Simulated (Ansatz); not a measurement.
Al: a run of Ansatz with trial settings.

```yaml
crystal:
  lattice:
    - [-1.59121869, 1.59121869, 1.59121869]
    - [1.59121869, -1.59121869, 1.59121869]
    - [1.59121869, 1.59121869, -1.59121869]
  atoms:
    - { symbol: Al, position: [0.0, 0.0, 0.0] }
basis:
  ecutwfc: 420
kpoints:
  mp_grid: { grid: [10, 10, 10] }
hamiltonian:
  xc: pbe
scf:
  occupations: { method: gaussian, width: 0.39 }
output:
  forces: true
  stress: true
  eigenvalues: true
```

Command:

```bash
ansatz run input.yaml --threads 1 --pin off --max-ram 1331MiB --backend cpu --events-out ev --progress --plain --runs-dir out
```

Output, shortened (HF is the Harris–Foulkes energy, dr2 the density residual in eV):

```text
Pseudopotential: Al, paw, valence charge 3, recommended cutoff 420 eV (normal)
Crystal: 1 atom, lattice volume = 16.116 Å³
Basis set: ecut = 420 eV, 321 PW (Γ), exchange–correlation on 40×40×40 points (8 copies of the dense FFT grid, shifted against one another)
Bands: 6, of which v1, the nominal top of the filled ones, is band 2 counted from 1 (1 counted from 0)
Symmetry: 48 space group operations
Space group: Im-3m (ITA 229), of the structure as read, at distance tolerance 2.5e-5 Å
k-points: 47 of 1000
Initial density: superposition of atomic densities, corrected by the library's trained network
SCF iter   1: HF=-537.423629 eV  Δρ=4.07e-4  dr2=6.35e-6
SCF iter   2: HF=-537.423638 eV  Δρ=2.07e-4  dr2=1.68e-6
SCF iter   3: F=-537.423642 eV  HF=-537.423642 eV  Δρ=7.75e-6  dr2=8.67e-9
SCF iter   4: F=-537.423642 eV  HF=-537.423642 eV  Δρ=3.56e-6  dr2=1.63e-9
SCF iter   5: F=-537.423642 eV  HF=-537.423642 eV  Δρ=3.04e-7  dr2=1.67e-11
SCF iter   6: F=-537.423642 eV  HF=-537.423642 eV  Δρ=4.45e-8  dr2=3.41e-13
SCF 1 converged in 6 iterations: F = -537.423642 eV  dr2 = 3.41e-13
SCF converged after 6 iterations
Free energy (F): -537.423642 eV
E sigma→0 (E₀):  -537.410348 eV
Entropy (-TS):   -0.026588 eV (-26.588 meV/atom)
Fermi energy:    8.179572 eV
--- Forces (eV/Å), atoms counted from 1 ---
  atom   1  Al     0.00000000    -0.00000000    -0.00000000
--- Stress (GPa, compression-positive) ---
        4.235885       0.000000      -0.000000
        0.000000       4.235885      -0.000000
        0.000000      -0.000000       4.235885
  P = ⅓ Tr σ = 4.2359 GPa (42.359 kbar)
```

Settings here are deliberately varied, not converged.